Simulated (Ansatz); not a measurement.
Optical constants of BN

Method: DFT PBEsol, scalar-relativistic, plane waves, PAW in Ansatz. Cutoff 420 eV, 12×12×12 k-points (Γ-centred), Gaussian smearing of 0.01 eV. No spin polarisation.

The cell, relaxed at this level:
```
B N
1.0
     1.25208    0.72289    3.49491
    -1.25208    0.72289    3.49491
     0.00000   -1.44578    3.49491
B N
1 1
Cartesian
  0.0000 0.0000 10.4808
  0.0000 0.0000 3.4895
```

The crystal is built of layers and no dispersion correction was added, so the binding between them is poorly described, and with it their spacing and whatever depends on it.

Independent-particle response (no local fields, no excitons) on a 18×18×18 mesh, broadened by 0.1 eV. Light polarised along x.

**Question.** Tabulate ε₁ and ε₂ against photon energy.

**Answer.**
```tsv
E (eV)	ε₁	ε₂
0.3	4.78	0.00
0.6	4.80	0.00
0.9	4.84	0.00
1.2	4.89	0.00
1.5	4.96	0.00
1.8	5.05	0.00
2.1	5.17	0.00
2.4	5.32	0.00
2.7	5.52	0.00
3.0	5.77	0.00
3.3	6.10	0.00
3.6	6.55	0.00
3.9	7.23	0.00
4.2	8.36	0.00
4.5	11.43	0.22
4.8	11.20	6.94
5.1	9.58	8.13
5.4	7.77	12.47
5.7	1.70	12.83
6.0	-2.78	8.03
6.3	-2.01	5.16
6.6	-1.39	3.74
6.9	-0.86	2.84
7.2	-0.41	2.23
7.5	-0.02	1.79
7.8	0.33	1.46
8.1	0.64	1.22
8.4	0.92	1.03
8.7	1.18	0.89
9.0	1.43	0.77
9.3	1.66	0.69
9.6	1.89	0.63
9.9	2.09	0.56
10.2	2.35	0.53
10.5	2.60	0.53
10.8	2.78	0.55
11.1	3.02	0.42
11.4	3.46	0.33
11.7	4.15	0.42
12.0	4.49	0.73
```

**Question.** Where is the highest local maximum of ε₂ between 0.3 and 12 eV?

**Answer.** At 5.5 eV, where ε₂ = 13.1.

**Question.** How do the static value and the gaps compare?

**Answer.** ε₁(0) = 4.77; on the self-consistent k mesh the Kohn–Sham gap is 4.25 eV and the least direct gap 4.63 eV.

This form isn't the usual stable structure of the compound.

Cost: 1 run of about 1.3 core-minutes, on Arm Neoverse V1 (shared hosts).